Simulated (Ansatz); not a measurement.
# AlRu: energy along a strain

AlRu, Pm-3m, a = 2.992 Å (as given, not relaxed at this level: -2.0 GPa). The structure is a COD entry; whether it is the stable form wasn't checked. Ansatz: r2SCAN, PAW, 500 eV, Γ-centred 16×16×16 mesh on 2 atoms, Gaussian smearing 0.15 eV; no spin polarisation. Cell vectors (Å): 2.992 0.000 0.000; 0.000 2.992 0.000; 0.000 0.000 2.992. The cell is strained by x per cent times the pattern (0 0 1 0 0 0) in the order xx yy zz yz xz xy (engineering shears), with fractional coordinates held. y is the free energy over the start, V0 = 13.387 Å³/atom.

| x (%) | y (meV/atom) |
| --- | --- |
| -4.00 | 18.13 |
| -3.00 | 8.61 |
| -2.00 | 2.59 |
| -1.00 | -0.21 |
| 0.00 | 0.00 |
| 1.00 | ? |
| 2.00 | 8.59 |
| 3.00 | 16.61 |
| 3.50 | 21.48 |
| 4.00 | 26.89 |

Problem. Fit y = c1 x + c2 x² + c3 x³ to the other rows, get the stiffness along the pattern, and predict the missing energy.

Solution. Least squares on the rows shown. y = 1.6379 x + 1.4050 x² − 0.033956 x³. The clamped-ion stiffness p·C·p = 2 × 14.05 eV × 160.2 / 13.387 Å³ = 336 GPa, which is C33 in these axes (C11 of the cubic crystal) (second derivative at the start, which stands under stress). At x = 1.00 the fit asked for gives 3.01 meV/atom. The run gave 3.00 meV/atom, so the fit is 0.01 meV/atom too high, within the rms miss on the fitted rows (0.03 meV/atom).